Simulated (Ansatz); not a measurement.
## Calculated 17O NMR of the central transition for BaTiO3

Cell: a diffraction structure from the COD, its atoms then relaxed with PBE in this cell.

```
Ba Ti O
1.0
     4.00600    0.00000    0.00000
     0.00000    4.00600    0.00000
     0.00000    0.00000    4.00600
Ba Ti O
1 1 3
Direct
  0.50000 0.50000 0.50000
  0.00000 0.00000 0.00000
  0.50000 0.00000 0.00000
  0.00000 0.50000 0.00000
  0.00000 0.00000 0.50000
```

Atom numbers follow the list; atoms alike are taken as one site, whose name carries the number of the first.

All values are calculated (Ansatz; DFT, r2SCAN, plane waves and PAW, scalar-relativistic, 500 eV cutoff, Γ-centred 8×8×8 k-points, Fermi–Dirac smearing 0.02 eV), not measured.

17O has I = 5/2 and Q = -25.58 mb (Pyykkö 2018); at 9.4 T its Larmor frequency is ν₀ = 54.3 MHz. Only the quadrupole interaction is simulated: positions count from each site's isotropic chemical shift, and J coupling is left out, as are shift anisotropy and dipolar coupling, which fast spinning averages.

**Question.** Give C_Q, η, the quadrupolar product P_Q = |C_Q|(1 + η²/3)^½, the second-order isotropic shift and the breadth of the pattern (fast magic-angle spinning) for each O site.

**Answer.** 

```tsv
site	first shell	C_Q (MHz)	η	P_Q (MHz)	δ_QIS (ppm)	breadth (kHz)
O	2 Ti at 2.00 Å, angle 180°; also 4 Ba at 2.83 Å	-1.85	0.00	1.85	-7.00	0.814
```

δ_QIS = −(ν_Q²/30ν₀²)[I(I+1) − 3/4](1 + η²/3) × 10⁶ ppm with ν_Q = 3|C_Q|/[2I(2I−1)]; it falls as 1/B₀² in ppm, and the breadth as 1/B₀ in kHz.

An axis of threefold or higher order runs through O, so V_zz lies along it and η is zero.

This high-symmetry form of BaTiO3 is unstable when cold, to polar off-centring of Ti. The symmetry of the cell holds that distortion back, wholly or in part, and it would change the field gradients, the more the larger the distortion.

The run took 14 s of wall time (14 s of CPU time) and 0.54 GiB at its peak, on 1 thread of Arm Neoverse V1 (aarch64; 8 cores open to the job, memory cap 3.0 GiB, no GPU), a shared host with a load of 0.6 a core.
